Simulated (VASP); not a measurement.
# Cu (I4/mmm) in VASP: further runs

Runs on Cu. Level: PBE. Tasks: single point.

Program: VASP 6.6.1. These are calculated values, not measurements. Logs are shortened: lines on timing, memory, paths and dates and some standing lists are left out, and cuts for length are marked.

**1. Starting point**

Symmetry: I4/mmm, No. 139, tetragonal system. Conventional cell: a = 2.951 Å, b = 2.951 Å, c = 2.759 Å, α = 90.00°, β = 90.00°, γ = 90.00°. Cu (site symmetry 4/mmm) has 10 Cu at 2.50 to 2.76 Å as nearest neighbours.

This isn't the form of Cu at room conditions, which is fcc.

**2. Single point, PBE**

Contents of INCAR:

```
  PREC = Accurate
  ENCUT = 520
  EDIFF = 1E-6
  ISMEAR = 0
  SIGMA = 0.15
  LREAL = F
  LASPH = T
  NELM = 100
  ALGO = Fast
  ISIF = 2
  LWAVE = F
  LCHARG = F
  GGA = PE
  NBANDS = 12
```

Contents of KPOINTS:

```
regular mesh
0
Gamma
  32 32 32
```

Contents of POSCAR:

```
Cu
1.0
   -1.4755302431      1.4755302431      1.3795566845
    1.4755302431     -1.4755302431      1.3795566845
    1.4755302431      1.4755302431     -1.3795566845
Cu
1
Direct
    0.0000000000      0.0000000000      0.0000000000
```

Potentials or basis: VASP PAW PBE potentials, release 64 (Cu).

The run is started by

```sh
$ cat potpaw_PBE.64/Cu/POTCAR > POTCAR
$ mpirun -np 1 vasp_std > vasp.out
```

OUTCAR:

```text
PREC = Accurate
   ENCUT = 520
   EDIFF = 1E-6
   ISMEAR = 0
   LREAL = F
   LASPH = T
   NELM = 100
   ISIF = 2
   GGA = PE

 ion  position               nearest neighbor table
   1  0.000  0.000  0.000-

  LATTYP: Found a body centered tetragonal cell.
 ALAT       =     2.9510604862
 C/A-ratio  =     0.9349565629

  Lattice vectors:

 A1 = (  -1.4755302431,   1.4755302431,   1.3795566845)
 A2 = (   1.4755302431,  -1.4755302431,   1.3795566845)
 A3 = (   1.4755302431,   1.4755302431,  -1.3795566845)

Analysis of symmetry for initial positions (statically):
=====================================================================
 Subroutine PRICEL returns:
 Original cell was already a primitive cell.

 Routine SETGRP: Setting up the symmetry group for a
 body centered tetragonal supercell.

 Subroutine GETGRP returns: Found 16 space group operations
 (whereof 16 operations were pure point group operations)
 out of a pool of 16 trial point group operations.

The static configuration has the point symmetry D_4h.

Analysis of symmetry for dynamics (positions and initial velocities):
=====================================================================
 Subroutine PRICEL returns:
 Original cell was already a primitive cell.

 Routine SETGRP: Setting up the symmetry group for a
 body centered tetragonal supercell.

 Subroutine GETGRP returns: Found 16 space group operations
 (whereof 16 operations were pure point group operations)
 out of a pool of 16 trial point group operations.

The dynamic configuration has the point symmetry D_4h.

 Subroutine INISYM returns: Found 16 space group operations
 (whereof 16 operations are pure point group operations),
 and found     1 'primitive' translations

----------------------------------------------------------------------------------------

                                     Primitive cell

  volume of cell :      12.0142

  direct lattice vectors                    reciprocal lattice vectors
    -1.475530243  1.475530243  1.379556685     0.000000000  0.338861235  0.362435270
     1.475530243 -1.475530243  1.379556685     0.338861235  0.000000000  0.362435270
     1.475530243  1.475530243 -1.379556685     0.338861235  0.338861235  0.000000000

  length of vectors
     2.501510672  2.501510672  2.501510672     0.496171605  0.496171605  0.479222154

  position of ions in fractional coordinates (direct lattice)
     0.000000000  0.000000000  0.000000000

  ion indices of the primitive-cell ions
   primitive index   ion index
                 1           1

[... 75 lines left out ...]
   IBRION =     -1    ionic relax: 0-MD 1-quasi-New 2-CG
   NFREE  =      0    steps in history (QN), initial steepest desc. (CG)
   ISIF   =      2    stress and relaxation
   ISYM   =      2    0-nonsym 1-usesym 2-fastsym
   POTIM  = 0.5000    time-step for ionic-motion
   TEBEG  =    0.0;   TEEND  =   0.0 temperature during run
   PSTRESS=    0.0 pullay stress
   NELECT =      11.0000    total number of electrons
   NUPDOWN=      -1.0000    fix difference up-down
   EMIN   =  10.00;   EMAX   =-10.00  energy-range for DOS
   EFERMI =   0.00;   METHOD = LEGACY
   ISMEAR =     0;   SIGMA  =   0.15  broadening in eV -4-tet -1-fermi 0-gaus
   EFERMI_NEDOS =   21; number of points for ismear=-14 and -15
   IALGO  =     68    algorithm
   IMIX   =      4    mixing-type and parameters
     AMIX     =   0.40;   BMIX     =  1.00
     AMIX_MAG =   1.60;   BMIX_MAG =  1.00
  volume/ion in A,a.u.               =      12.01        81.08
  Fermi-wavevector in a.u.,A,eV,Ry     =   1.589671  3.004042 34.382637  2.527053
  Thomas-Fermi vector in A             =   2.688484
   LORBIT       =      0    0 simple, 1 ext, 2 COOP (PROOUT), +10 PAW based schemes
   GGA     = PE    functional components
   LHFCALC =     F    Hartree Fock is set to
   AEXX    =    0.0000 exact exchange contribution
   IVDW    =     0    specifies the selected vdW correction
   LEPSILON=     F    determine dielectric tensor
   LRPA    =     F    only Hartree local field effects (RPA)
 non-spin polarized calculation
 RMM-DIIS sequential band-by-band and
 Gauss-broadening in eV      SIGMA  =   0.15
  energy-cutoff  :      520.00
  volume of cell :       12.01
 maximum number of plane-waves:       338
   NGX =  9   NGY =  9   NGZ =  9

 number of electron      10.9999992 magnetization

 Free energy of the ion-electron system (eV)
  ---------------------------------------------------
  ext. energy  EPLUGINS =         0.00000000
  ---------------------------------------------------
  free energy    TOTEN  =        -3.69441710 eV

  energy without entropy =       -3.69029336  energy(sigma->0) =       -3.69235523

 E-fermi :   7.3767     XC(G=0): -12.6276

 val. band max:        7.3759919665   @ k =   0.5000   0.3125   0.0312
 cond. band min:       7.3781097791   @ k =   0.2500   0.1250   0.1250
 fundamental gap:      0.0021178126
 Fermi energy:         7.3766516678

 k-point     1 :       0.0000    0.0000    0.0000
  band No.  band energies     occupation
      1      -1.8406      2.00000
      2       4.1640      2.00000
      3       4.4250      2.00000
      4       4.4250      2.00000
      5       5.1518      2.00000
      6       5.4286      2.00000
      7      31.4867      0.00000
      8      31.4867      0.00000
      9      33.3506      0.00000
     10      35.2807      0.00000
     11      35.2828      0.00000
     12      35.3919      0.00000
[... 331 lines left out ...]
 k-point    24 :       0.2187    0.0312    0.0000
  band No.  band energies     occupation
      1       0.2196      2.00000
      2       3.9435      2.00000
      3       4.2955      2.00000
      4       5.0221      2.00000
      5       5.2262      2.00000
      6       5.3283      2.00000
      7      22.0458      0.00000
      8      26.9814      0.00000
      9      27.7069      0.00000
     10      29.7022      0.00000
     11      31.8609      0.00000
     12      35.9456      0.00000

 [... further k-points ...]
[... 5 lines left out ...]
  --------------------------------------------------------------------------------------
  -------------------------------------------------------------------------------------
  Total        0.0433424      0.0433424      0.0500375      0.0000000     -0.0000000      0.0000000
  in kB        5.7799985      5.7799985      6.6728354      0.0000000     -0.0000000      0.0000000
  external PRESSURE =       6.0776108 kB  Pullay stress =       0.0000000 kB

 VOLUME and BASIS-vectors are now :
 -----------------------------------------------------------------------------
  energy-cutoff  :      520.00
  volume of cell :       12.01
      direct lattice vectors                 reciprocal lattice vectors
    -1.475530243  1.475530243  1.379556685     0.000000000  0.338861235  0.362435270
     1.475530243 -1.475530243  1.379556685     0.338861235  0.000000000  0.362435270
     1.475530243  1.475530243 -1.379556685     0.338861235  0.338861235  0.000000000

 POSITION                                       TOTAL-FORCE (eV/Angst)
 -----------------------------------------------------------------------------------
      0.00000      0.00000      0.00000         0.000000     -0.000000      0.000000
 -----------------------------------------------------------------------------------
    total drift:                                0.000000     -0.000000      0.000000

  FREE ENERGIE OF THE ION-ELECTRON SYSTEM (eV)
  ---------------------------------------------------
  free  energy   TOTEN  =        -3.6944170973 eV

  energy  without entropy=       -3.6902933590  energy(sigma->0) =       -3.69235523
```

OSZICAR:

```text
N       E                     dE             d eps       ncg     rms          rms(c)
DAV:   1     0.428992110034E+02    0.42899E+02   -0.53857E+03 63584   0.153E+03
DAV:   2    -0.322698132276E+01   -0.46126E+02   -0.42578E+02 59524   0.203E+02
DAV:   3    -0.457665472983E+01   -0.13497E+01   -0.13386E+01 66556   0.399E+01
DAV:   4    -0.458494857866E+01   -0.82938E-02   -0.82927E-02 64636   0.277E+00
DAV:   5    -0.458502976594E+01   -0.81187E-04   -0.81187E-04 66876   0.279E-01    0.757E+00
RMM:   6    -0.404644532400E+01    0.53858E+00   -0.31194E+00 71904   0.327E+01    0.441E+00
RMM:   7    -0.370810265552E+01    0.33834E+00   -0.45956E-01 71180   0.123E+01    0.101E+00
RMM:   8    -0.369614303696E+01    0.11960E-01   -0.12417E-02 73621   0.113E+00    0.330E-01
RMM:   9    -0.369433672448E+01    0.18063E-02   -0.36220E-03 74852   0.114E+00    0.229E-02
RMM:  10    -0.369440818822E+01   -0.71464E-04   -0.50822E-04 75725   0.281E-01    0.119E-02
RMM:  11    -0.369441473584E+01   -0.65476E-05   -0.72970E-05 79692   0.108E-01    0.998E-03
RMM:  12    -0.369441678107E+01   -0.20452E-05   -0.14734E-05 77650   0.446E-02    0.354E-03
RMM:  13    -0.369441709731E+01   -0.31624E-06   -0.26970E-06 54682   0.167E-02
   1 F= -.36944171E+01 E0= -.36923552E+01  d E =-.412374E-02
```

stdout:

```text
POSCAR found type information on POSCAR Cu
 POSCAR found :  1 types and       1 ions
 scaLAPACK will be used
 LDA part: xc-table for (Slater+PW92), standard interpolation
 POSCAR, INCAR and KPOINTS ok, starting setup
 FFT: planning ... GRIDC
 FFT: planning ... GRID_SOFT
 FFT: planning ... GRID
 WAVECAR not read
 entering main loop
WARNING in EDDRMM: call to ZHEGV failed, returncode =   6  3      8
WARNING in EDDRMM: call to ZHEGV failed, returncode =   6  3      9
WARNING in EDDRMM: call to ZHEGV failed, returncode =   6  3      9
WARNING in EDDRMM: call to ZHEGV failed, returncode =   6  3      9
WARNING in EDDRMM: call to ZHEGV failed, returncode =   6  3      9
WARNING in EDDRMM: call to ZHEGV failed, returncode =   6  3     10
WARNING in EDDRMM: call to ZHEGV failed, returncode =   6  3     10
WARNING in EDDRMM: call to ZHEGV failed, returncode =   6  3      9
WARNING in EDDRMM: call to ZHEGV failed, returncode =   6  3     12
```

It took 4.7 min on 1 thread of Intel Xeon Platinum 8375C at 2.90GHz (Ice Lake), shared host; peak memory 0.43 GiB.

What came out:

```yaml
Free_energy: -3.6944 eV
Pressure: 0.6 GPa
Band_gap_on_the_k_mesh: none (metal or under the smearing width)
```

Stress tensor (GPa, compression positive):
```
0.58 0.00 0.00
0.00 0.58 0.00
0.00 0.00 0.67
```

**3. Single point, PBE**

Contents of INCAR:

```
SYSTEM = Cu
PREC = Accurate ; ENCUT = 520
EDIFF = 1E-6 ; ISMEAR = 0
SIGMA = 0.15 ; LREAL = .FALSE.
LASPH = .TRUE. ; NELM = 100
ALGO = Fast ; ISIF = 2
LWAVE = .FALSE. ; LCHARG = .FALSE.
GGA = PE ; NBANDS = 12
```

Contents of KPOINTS:

```
regular mesh
0
G
  30 30 30
  0 0 0
```

POSCAR is that of step 2.

Potentials or basis: VASP PAW PBE potentials, release 64 (Cu).

The run is started by

```sh
$ cat potpaw_PBE.64/Cu/POTCAR > POTCAR
$ mpirun -np 1 vasp_std > vasp.out
```

Run time: 4.3 min. Hardware: 1 thread of Intel Xeon Platinum 8375C at 2.90GHz (Ice Lake), shared host; peak memory 0.37 GiB.

Results (log left out):

* Free energy: -3.6943 eV
* Pressure: 0.6 GPa
* Band gap on the k mesh: none (metal or under the smearing width)

Stress tensor (GPa, compression positive):
```
0.60 0.00 0.00
0.00 0.60 0.00
0.00 0.00 0.71
```

Levels at points of the mesh, in eV from the Fermi level:
| k point | band 2 | band 3 | band 4 | band 5 | band 6 | band 7 | band 8 | band 9 | band 10 | band 11 |
| --- | --- | --- | --- | --- | --- | --- | --- | --- | --- | --- |
| (0.00, 0.00, 0.00) | -3.21 | -2.95 | -2.95 | -2.23 | -1.95 | 24.11 | 24.11 | 25.97 | 27.90 | 27.90 |
| (0.50, 0.00, 0.00) | -3.84 | -2.10 | -1.84 | -1.36 | -0.36 | 4.52 | 16.74 | 16.81 | 20.65 | 23.47 |
| (0.50, 0.50, 0.00) | -3.52 | -2.30 | -2.04 | -1.39 | -0.86 | 3.79 | 18.57 | 18.70 | 22.28 | 25.03 |
| (0.50, 0.50, 0.50) | -4.51 | -1.54 | -1.54 | -1.48 | 7.31 | 7.31 | 9.86 | 12.82 | 13.42 | 16.35 |
